Tungsten disilicide serves as a conducting film in microelectronics, and photoemission from its valence band is one way to check what has been deposited. Whoever sets up such a scan must decide how far below the Fermi energy it has to reach. A scan that stops at 5 eV takes in much of the tungsten d signal but does not even reach the mean depth of the silicon s states. The table gives the mean depths that guide the choice, as density-functional theory places them. A rule for the pocket calculator comes within 1 eV of every value in this table, though not always for the right reason.

Occupied states of WSi2 (I4/mmm) by atom and angular momentum, computed with exciting sodium using PBE and all-electron LAPW+lo, without spin polarisation or spin-orbit coupling. The k mesh is 12×12×12, with Fermi-Dirac smearing of 0.05 eV. Projections are taken inside the muffin-tin spheres (W 2.3, Si 2.0 bohr), from -12 eV up to the Fermi energy, which is the energy zero.

```csv
projection name,projection electrons (e),projection band centre (eV)
W1 s,0.210,-6.550
W1 p,0.260,-4.910
W1 d,3.080,-3.160
W1 f,0.020,-3.940
Si2 s,0.650,-8.130
Si2 p,0.900,-4.460
Si2 d,0.140,-3.350
Si3 s,0.650,-8.130
Si3 p,0.900,-4.460
Si3 d,0.140,-3.350
```

Each row belongs to one atom and one angular momentum, s, p, d or f, which we number $l = 0, 1, 2, 3$. The projection band centre is the mean energy of the occupied states of that character, counted from the Fermi energy, so a more negative value lies deeper. The projection electrons are those found inside a sphere around the nucleus, of radius 2.3 bohr for tungsten and 2.0 bohr for silicon. Much of the valence charge lies between the spheres, so these numbers are not the populations of atomic shells. The two silicon atoms are equivalent by symmetry, which leaves seven independent rows.

On both elements the s states lie deepest, the p states next and the d states higher still. The silicon centres run from -8.13 eV for s to -3.35 eV for d. Tungsten f breaks the sequence by lying below tungsten d, but that row holds only 0.02 electrons. The filled 4f shell of tungsten is not part of it, since it lies far below the lowest energy that the table counts.

### Why a high angular momentum sits high in the band

Picture the valence electrons as a free-electron gas, the simplest model of a metal, in which each electron crosses the crystal as a plane wave of wave number $k$. Its kinetic energy grows as $k^2$. The slowest electrons form the bottom of the band and the fastest lie at the Fermi energy.

Now watch this gas from one nucleus. An electron with angular momentum $l$ and wave number $k$ passes the nucleus at a distance of about $l/k$. An s electron can go straight through the centre at any speed, whereas a d electron comes close only if it is fast. What a small sphere catches as d character is therefore drawn from the top of the band, and what it catches as s character is drawn from the whole of it.

The same idea gives a formula. Close to the nucleus, the part of a plane wave with angular momentum $l$ has an amplitude proportional to $k^l$, hence a density proportional to $k^{2l}$. The number of states at wave number $k$ grows as $k^2$. Averaging the energy with the product of these two weights, up to the Fermi wave number $k_F$, gives

$$
\frac{\langle k^2\rangle}{k_F^2}=\frac{\int_0^{k_F}k^{2l+4}\,dk}{k_F^2\int_0^{k_F}k^{2l+2}\,dk}=\frac{2l+3}{2l+5}.
$$

The centre lies below the Fermi energy by the remaining fraction of the band:

$$
\text{band centre}\approx-\frac{2}{2l+5}\,E_F .
$$

Here $E_F$ is the width of the filled free-electron band. It depends only on how many valence electrons share a given volume.

### Two rows worked by hand

Tungsten brings 6 valence electrons and each silicon atom brings 4, which makes 14 in a cell of three atoms. At 13.48 Å³ per atom the cell measures $3\times13.48=40.4$ Å³, so the density is $n=14/40.4=0.346$ electrons per Å³. The free-electron gas then has

$$
k_F=(3\pi^2 n)^{1/3}\approx2.2\ \text{Å}^{-1},\qquad
E_F=\frac{\hbar^2k_F^2}{2m}\approx18\ \text{eV}.
$$

For silicon p, $l=1$ and the fraction is 2/7. The estimate is $-18\times2/7=-5.1$ eV, against -4.46 eV in the table. The rule puts this centre somewhat too deep.

For silicon s, $l=0$ and the fraction is 2/5. The estimate is $-18\times2/5=-7.2$ eV, against -8.13 eV. This is the largest miss among the rows, and here the rule is too shallow. Neither row helped to set the rule, since its only inputs are the electron count and the volume.

Over the seven independent rows the typical (root-mean-square) miss is 0.7 eV. Giving every row the same average depth would miss by 1.7 eV, so the dependence on $l$ carries real information. When the band width is instead adjusted to these seven rows by least squares, it comes out at 17.4 eV with an uncertainty of 0.9 eV, and the misses hardly shrink. The printed output after this section lists the comparison row by row. The k mesh and cutoffs behind the computed centres are usual working values, and no run here tests how far finer ones would move them.

One row contradicts the rule in its order too. Tungsten f should be the shallowest of all, at -3.3 eV, but the run puts it at -3.94 eV, below the d centres of both elements. With 0.02 electrons the row hardly matters for a spectrum, yet it means that the table supports the trend with $l$ only as far as d.

### Where the picture gives way

The formula takes the spheres to be small compared with the wavelength, and it averages over the whole free-electron band. In fact the spheres are not that small, and the table counts only states above -12 eV, whereas the model band reaches down to -18 eV. Both simplifications can be removed by using the true radii and the same lower limit. The p estimates then barely move, and tungsten s improves to -6.4 eV, close to the -6.55 eV of the table.

Silicon s gets worse. The fuller estimate is -6.2 eV, almost 2 eV too shallow. The short rule came nearer only because it also averages over gas states below -12 eV, which the table leaves out. The gas leaves out the silicon atom itself, whose 3s level lies several electronvolts below its 3p level. The stronger pull that an s electron feels close to the nucleus is the natural reason for the extra depth, and it also favours the order of s below p. The order alone therefore cannot tell how much is owed to the atom and how much to the motion of the electrons.

The lower limit matters for the scan as well. The run places 11.79 electrons in each silicon sphere, and ten of them belong to the inner shells. The remaining 1.79 exceed the sum of the silicon rows by 0.1, so at most about that much lies below -12 eV. The gas would put 0.3 there, a sign that its band reaches too deep. Whatever does lie there should be mostly s, as the bottom of the band usually is. The true s centre is then deeper than the one printed, by half an electronvolt or somewhat more if all of the missing charge is s, and the short rule would miss it by more than 1 eV. A scan meant to capture silicon s should for that reason run past -12 eV and not stop there.

The electron counts show a second boundary. Spread evenly over the cell, the valence electrons would put 1.7 into each silicon sphere, and the silicon rows add up to 1.69. The match is looser than it looks, because the even count includes the bottom of the band, while the rows leave out anything below -12 eV. The tungsten sphere would receive 2.6, yet its d row alone holds 3.08. An even gas cannot supply that many.

Tungsten has a 5d shell of its own, compact and partly filled, which bonds with the silicon around it. Its d electrons are not passing plane waves that happen to carry angular momentum. Their mean energy depends on where the atomic 5d level lies and how strongly it bonds, and the gas model contains neither. The rule still lands within 1 eV of the tungsten d centre, but this agreement should not be carried over to other transition metals. Spin-orbit coupling, left out of the calculation, would split these 5d states, though it should move their average only a little.

Silicon d is the opposite case, and the gas picture describes its origin better. Silicon has no occupied d shell, so the 0.14 electrons in that row are mostly the tails of waves that belong to the surroundings. At the Fermi energy an electron with $l=2$ passes the nucleus at about $2/2.2\approx0.9$ Å, just inside the silicon sphere of 1.1 Å. Much slower electrons stay mostly outside. The row is therefore thinly filled, and its centre lies high in the band.

### Carrying the rule to a neighbour

Elemental silicon makes a useful comparison because it has no metal d shell. It holds 4 valence electrons in roughly 20 Å³ per atom, a density of about 0.2 per Å³ instead of 0.35. Since $E_F$ grows as the two-thirds power of the density, the free-electron band shrinks from 18 eV to between 12 and 13 eV. That is close to the known width of silicon's valence band, about 12 eV as a rough recalled figure.

With energies counted from the top of silicon's valence band, the rule makes every centre about a third shallower than its own estimate for the disilicide. No calculation here tests that, and for s it should not be trusted. The atom's 3s level stays deep however thin the gas becomes, so the real s centre should lie well below the estimate. The recipe for a neighbouring material is thus to count the valence electrons, divide by the volume, find $E_F$ and take the fraction $2/(2l+5)$. In the disilicide the estimate comes within 0.7 eV for the p states and for the weak tails of shells that the atom itself leaves empty. For silicon s, where the atom has a deep level of its own, it comes out too shallow. For the d shell of a transition metal, use a calculation or a measured spectrum instead.

Output of the analysis:

```
free-electron Fermi energy for 14 electrons per cell, eV: 17.98
centres from the Fermi energy, eV:
    row    rule  computed     miss
   W1 s  -7.191     -6.55  -0.6413
   W1 p  -5.137     -4.91  -0.2267
   W1 d  -3.995     -3.16  -0.8352
   W1 f  -3.269     -3.94   0.6712
  Si2 s  -7.191     -8.13   0.9387
  Si2 p  -5.137     -4.46  -0.6767
  Si2 d  -3.995     -3.35  -0.6452
  Si3 s  -7.191     -8.13   0.9387
  Si3 p  -5.137     -4.46  -0.6767
  Si3 d  -3.995     -3.35  -0.6452
rms miss of the rule over seven independent rows, eV: 0.6934
rms miss of one flat value (the mean) for all seven, eV: 1.677
fit of projection_band_centre on 7 rows (one == 1): coefficient of share 17.42 +/- 0.93; rms 0.673, worst Si2 s 1.16, leave-one-out rms 0.822
  rows outside the fit (model, value, miss): Si3 s -6.966, -8.13, 1.16; Si3 p -4.976, -4.46, -0.516; Si3 d -3.87, -3.35, -0.52
fuller gas with floor, Si s centre, eV: -6.185
fuller gas with floor, W s centre, eV: -6.394
fuller gas with floor, Si p centre, eV: -5.026
fuller gas with floor, W p centre, eV: -5.182
even density, electrons in one Si sphere: 1.719
table, sum of the rows of one Si sphere, electrons: 1.69
even density, electrons in the W sphere: 2.615
table, sum of the rows of the W sphere, electrons: 3.57
```
